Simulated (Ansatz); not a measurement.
CdI2 (P-3m1) from a database of computed structures at its r2SCAN+rVV10 geometry, run in Ansatz at 4 levels of theory. No magnetic order and no zero-point or thermal motion.

The PBE+SOC input:
```yaml
crystal:
  lattice:
    - [4.2487756728, 0.0, 0.0]
    - [-2.1243878364, 3.6795476676, 0.0]
    - [0.0, 0.0, 27.5417983332]
  atoms:
    - { symbol: Cd, position: [0.0, 0.0, 0.0] }
    - { symbol: Cd, position: [0.6666666667, 0.3333333333, 0.7499739579] }
    - { symbol: Cd, position: [0.3333333333, 0.6666666667, 0.2500260421] }
    - { symbol: Cd, position: [0.0, 0.0, 0.5] }
    - { symbol: I, position: [0.0, 0.0, 0.3124075791] }
    - { symbol: I, position: [0.6666666667, 0.3333333333, 0.4376159296] }
    - { symbol: I, position: [0.0, 0.0, 0.6875924209] }
    - { symbol: I, position: [0.3333333333, 0.6666666667, 0.5623840704] }
    - { symbol: I, position: [0.3333333333, 0.6666666667, 0.8123694162] }
    - { symbol: I, position: [0.6666666667, 0.3333333333, 0.9376074305] }
    - { symbol: I, position: [0.6666666667, 0.3333333333, 0.1876305838] }
    - { symbol: I, position: [0.3333333333, 0.6666666667, 0.0623925695] }
kpoints:
  mp_grid: { grid: [12, 12, 2] }
  band_path:
    path:
      - [0.0, 0.0, 0.0]
      - [0.5, 0.0, 0.0]
      - [0.3333333333, 0.3333333333, 0.0]
      - [0.0, 0.0, 0.5]
      - [0.5, 0.0, 0.5]
      - [0.3333333333, 0.3333333333, 0.5]
      - [0.0, 0.125, 0.0]
      - [0.0, 0.5, 0.0]
    npoints: 1
hamiltonian:
  xc: pbe
scf:
  occupations: { method: fixed }
  n_extra_bands: 14
magnetization:
  noncollinear: true
  spin_orbit: true
output:
  forces: true
  stress: true
  eigenvalues: true
  write_density: true
  write_potential: true
  elf: true
  volumetric_format: npy
```

Main results, then, where recorded, the levels near the gap in eV from the Fermi energy (columns number the bands from 0), one row a point of the path (Γ, M, K, A, L, H, Γ–M (0.25), M):
```
Crystal: 12 atoms, lattice volume = 430.577 Å³
Symmetry: 12 space group operations + 12 with time reversal
Magnetic group: BNS 164.86 (UNI 1316)
```
```
Basis set: ecut = 420 eV, 8391 PW (Γ)
k-points: 38 of 288
SCF converged after 10 iterations
Free energy (F): -93163.107700 eV
Fermi energy:    6.496367 eV
--- Forces (eV/Å), atoms counted from 1 ---
  atom   1  Cd      0.00000      0.00000      0.00000
  atom   2  Cd      0.00000      0.00000    -0.00041
  atom   3  Cd      0.00000      0.00000      0.00041
  atom   4  Cd      0.00000      0.00000      0.00000
  atom   5  I       0.00000      0.00000      0.08492
  atom   6  I       0.00000      0.00000    -0.08534
  atom   7  I       0.00000      0.00000    -0.08492
  atom   8  I       0.00000      0.00000      0.08534
  atom   9  I       0.00000      0.00000      0.08535
  atom  10  I       0.00000      0.00000    -0.08485
  atom  11  I       0.00000      0.00000    -0.08535
  atom  12  I       0.00000      0.00000      0.08485
--- Stress (GPa, compression-positive) ---
        1.702236       0.000000       0.000000
        0.000000       1.702236       0.000000
        0.000000       0.000000       1.633087
  P = ⅓ Tr σ = 1.6792 GPa (16.792 kbar)
```

The PBE+SOC gap is indirect, 1.94 eV (Γ to M), below the direct gap of 2.14 eV at Γ.

Task: In the first input these blocks are replaced (the band path and keys that only write files left aside):
```yaml
hamiltonian:
  xc: r2scan
scf:
  occupations: { method: fixed }
  n_extra_bands: 7
```
(magnetization left out)
What comes out?

Result:
```
Basis set: ecut = 500 eV, 11003 PW (Γ)
k-points: 38 of 288
SCF converged after 7 iterations
Free energy (F): -93305.583955 eV
Fermi energy:    5.850276 eV
--- Forces (eV/Å), atoms counted from 1 ---
  atom   1  Cd      0.00000      0.00000      0.00000
  atom   2  Cd      0.00000      0.00000      0.00073
  atom   3  Cd      0.00000      0.00000    -0.00073
  atom   4  Cd      0.00000      0.00000      0.00000
  atom   5  I       0.00000      0.00000    -0.00359
  atom   6  I       0.00000      0.00000      0.00402
  atom   7  I       0.00000      0.00000      0.00359
  atom   8  I       0.00000      0.00000    -0.00402
  atom   9  I       0.00000      0.00000    -0.00419
  atom  10  I       0.00000      0.00000      0.00376
  atom  11  I       0.00000      0.00000      0.00419
  atom  12  I       0.00000      0.00000    -0.00376
--- Stress (GPa, compression-positive) ---
        0.833861       0.000000       0.000000
        0.000000       0.833861       0.000000
        0.000000       0.000000       0.844649
  P = ⅓ Tr σ = 0.8375 GPa (8.375 kbar)
```
```tsv
band_104	band_105	band_106	band_107	band_108	band_109	band_110
-0.074	-0.074	-0.018	-0.018	3.070	3.642	3.642
-0.315	-0.287	-0.287	-0.141	2.689	2.845	2.908
-0.652	-0.642	-0.401	-0.401	3.448	3.501	3.501
-0.035	-0.035	-0.030	-0.030	3.247	3.253	3.998
-0.401	-0.356	-0.184	-0.180	2.731	2.767	2.985
-0.681	-0.655	-0.389	-0.389	3.461	3.501	3.501
-0.102	-0.074	-0.074	0.005	3.584	3.877	3.877
-0.315	-0.287	-0.287	-0.141	2.689	2.845	2.908
```
With r2SCAN the valence top lies at Γ–M (0.25 of the way from Γ) and the conduction bottom at M, 2.68 eV higher; the smallest vertical gap, at M, is 2.83 eV. The mean pressure is +0.84 GPa (compression positive), so r2SCAN would enlarge the cell's volume.

HSE06. Against the first input these blocks differ (the band path and keys that only write files left aside):
```yaml
kpoints:
  mp_grid: { grid: [6, 6, 1] }
hamiltonian:
  xc: hse06
scf:
  occupations: { method: fixed }
  n_extra_bands: 7
```
(magnetization left out)

```
Basis set: ecut = 420 eV, 8391 PW (Γ)
k-points: 7 of 36
Exchange kernel: α = 0.2500, screened, ω = 0.2079 Å⁻¹, Wigner–Seitz truncation, v(0) = 1046.8673 eV·Å³, q-mesh 6×6×1
hybrid outer 1: dexx = +5.492e-2 eV, tail = 2.05e-4 eV
hybrid outer 2: dexx = +2.298e-6 eV, tail = 1.37e-7 eV, Δε = 3.99e-3 eV, ΔF = 8.39e-3 eV/Å
hybrid outer 3: dexx = +1.801e-9 eV, tail = 1.87e-9 eV, Δε = 2.07e-4 eV, ΔF = 3.74e-4 eV/Å
hybrid SCF converged: 3 outer / 15 inner (+4 warm-up)
Free energy (F): -93181.048394 eV
Fermi energy:    5.522161 eV
--- Forces (eV/Å), atoms counted from 1 ---
  atom   1  Cd      0.00000      0.00000      0.00000
  atom   2  Cd      0.00000      0.00000      0.00027
  atom   3  Cd      0.00000      0.00000    -0.00027
  atom   4  Cd      0.00000      0.00000      0.00000
  atom   5  I       0.00000      0.00000    -0.07858
  atom   6  I       0.00000      0.00000      0.07838
  atom   7  I       0.00000      0.00000      0.07858
  atom   8  I       0.00000      0.00000    -0.07838
  atom   9  I       0.00000      0.00000    -0.07874
  atom  10  I       0.00000      0.00000      0.07879
  atom  11  I       0.00000      0.00000      0.07874
  atom  12  I       0.00000      0.00000    -0.07879
--- Stress (GPa, compression-positive) ---
        0.818631       0.000000       0.000000
        0.000000       0.818631       0.000000
        0.000000       0.000000       0.747825
  P = ⅓ Tr σ = 0.7950 GPa (7.950 kbar)
```
```tsv
band_104	band_105	band_106	band_107	band_108	band_109	band_110
-0.081	-0.081	-0.023	-0.023	3.475	4.087	4.087
-0.350	-0.308	-0.308	-0.155	3.195	3.359	3.427
-0.702	-0.690	-0.435	-0.435	4.011	4.066	4.066
-0.041	-0.041	-0.035	-0.035	3.663	3.668	4.481
-0.429	-0.394	-0.200	-0.196	3.242	3.276	3.509
-0.731	-0.703	-0.424	-0.424	4.027	4.065	4.065
-0.112	-0.078	-0.078	0.005	4.041	4.375	4.375
-0.350	-0.308	-0.308	-0.155	3.195	3.359	3.427
```

With HSE06 the valence top lies at Γ–M (0.25 of the way from Γ) and the conduction bottom at M, 3.19 eV higher; the smallest vertical gap, at M, is 3.35 eV. The mean pressure at these positions is +0.8 GPa, compression counted positive. (The program warns that its thresholds are loose for a hybrid's stress.)

Task: Another run on the same cell gave
```
Basis set: ecut = 420 eV, 8391 PW (Γ)
k-points: 7 of 36
hybrid outer 1: dexx = +7.959e-2 eV, tail = 2.58e-4 eV
hybrid outer 2: dexx = +5.351e-6 eV, tail = 2.35e-7 eV, Δε = 5.84e-3 eV, ΔF = 2.13e-2 eV/Å
hybrid outer 3: dexx = +4.308e-9 eV, tail = 1.43e-9 eV, Δε = 2.89e-4 eV, ΔF = 5.42e-4 eV/Å
hybrid SCF converged: 3 outer / 17 inner (+4 warm-up)
Free energy (F): -93171.329509 eV
Fermi energy:    5.168602 eV
--- Forces (eV/Å), atoms counted from 1 ---
  atom   1  Cd      0.00000      0.00000      0.00000
  atom   2  Cd      0.00000      0.00000      0.00053
  atom   3  Cd      0.00000      0.00000    -0.00053
  atom   4  Cd      0.00000      0.00000      0.00000
  atom   5  I       0.00000      0.00000    -0.08428
  atom   6  I       0.00000      0.00000      0.08452
  atom   7  I       0.00000      0.00000      0.08428
  atom   8  I       0.00000      0.00000    -0.08452
  atom   9  I       0.00000      0.00000    -0.08467
  atom  10  I       0.00000      0.00000      0.08452
  atom  11  I       0.00000      0.00000      0.08467
  atom  12  I       0.00000      0.00000    -0.08452
--- Stress (GPa, compression-positive) ---
        0.742036       0.000000       0.000000
        0.000000       0.742036       0.000000
        0.000000       0.000000       0.680852
  P = ⅓ Tr σ = 0.7216 GPa (7.216 kbar)
```
```tsv
band_104	band_105	band_106	band_107	band_108	band_109	band_110
-0.082	-0.082	-0.023	-0.023	4.133	4.764	4.764
-0.360	-0.316	-0.316	-0.158	3.879	4.046	4.117
-0.720	-0.708	-0.447	-0.447	4.717	4.774	4.774
-0.041	-0.041	-0.036	-0.036	4.325	4.331	5.171
-0.440	-0.405	-0.205	-0.201	3.928	3.961	4.202
-0.751	-0.720	-0.434	-0.434	4.733	4.773	4.773
-0.117	-0.079	-0.079	0.006	4.718	5.066	5.066
-0.360	-0.316	-0.316	-0.158	3.879	4.046	4.117
```
Which level of theory and mesh gave it?

Result: It is PBE0, judged by the exchange loop and the size of the gap (a near hybrid could fit too), on 6×6×1; the blocks that differ from the first input, but for the band path:
```yaml
kpoints:
  mp_grid: { grid: [6, 6, 1] }
hamiltonian:
  xc: pbe0
scf:
  occupations: { method: fixed }
  n_extra_bands: 7
```
(magnetization left out)
The PBE0 gap is indirect, 3.87 eV (Γ–M (0.25 of the way from Γ) to M), below the direct gap of 4.04 eV at M. The mean pressure at these positions is +0.7 GPa, compression counted positive. (The program warns that its thresholds are loose for a hybrid's stress.)

Small level splittings and stresses of the hybrids carry the error of their coarser meshes.

Totals of different functionals, or with and without spin-orbit coupling, can't be compared.

Only the levels marked +SOC include spin-orbit coupling.

The meshes of the hybrids are coarse, so their gaps aren't converged to the digits shown.
